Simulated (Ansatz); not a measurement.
# simple cubic against fcc along group 15

These are results of DFT, revPBE, plane waves (420 eV) with PAW, scalar-relativistic in Ansatz, not measurements. (PAW data from PBE, frozen cores regenerated.)

Each structure is relaxed within its symmetry, in the lowest magnetic state of the tried starts. Differences under about 8 meV lie within the error of the k-point mesh.

```
element  E(simple cubic) − E(fcc) (meV/atom)  V(simple cubic) (Å³/atom)  V(fcc) (Å³/atom)  state of simple cubic       state of fcc
      P                                 -763                      14.76             14.71      spin not included  spin not included
     As                                 -436                      20.75             19.63      spin not included  spin not included
     Sb                                 -277                      30.45             27.89      spin not included  spin not included
     Bi                                    ?                          ?                 ?                      ?                  ?
```

Q: Fill in the row of Bi.

A: E(simple cubic) − E(fcc) (meV/atom): -144; V(simple cubic) (Å³/atom): 35.96; V(fcc) (Å³/atom): 32.51; state of simple cubic: spin not included; state of fcc: spin not included.
